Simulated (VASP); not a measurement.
AlAs: equation of state with PBEsol

AlAs:

```xyz
2
Lattice="0.0000 2.8304 2.8304 2.8304 0.0000 2.8304 2.8304 2.8304 0.0000" Properties=species:S:1:pos:R:3 pbc="T T T"
As    4.2456    4.2456    4.2456
Al    0.0000    0.0000    0.0000
```

```yaml
Program: VASP 6.6.1
Task: equation of state
Functional: PBEsol
Potentials_or_basis: VASP PAW PBE potentials, release 64 (As, Al)
Cutoff: 520 eV
k_mesh: 8 × 8 × 8
Occupations: fermi-dirac, width 0.05 eV
Spin: no spin polarisation
Ladder: free
Further_INCAR_settings: ALGO = Normal; EDIFF = 1e-07; NBANDS = 11
```

```json
{
  "Equilibrium volume": "22.93 Å³/atom",
  "Bulk modulus": "72 GPa",
  "Pressure derivative of the bulk modulus": "4.3"
}
```

Energy against volume, from the lowest point:
| volume (Å³/atom) | energy (meV/atom) |
| --- | --- |
| 21.314 | 28.76 |
| 21.768 | 14.15 |
| 22.221 | 4.82 |
| 22.675 | 0.26 |
| 23.128 | 0.00 |
| 23.582 | 3.60 |
| 24.035 | 10.69 |

All runs of the series together: 63 s on 1 thread of Intel(R) Xeon(R) 6975P-C (Granite Rapids), on a shared host.

Caveat: the PAW data sets were made with another functional, which shifts forces and pressure a little. Zero-point motion and thermal expansion aren't in these numbers.
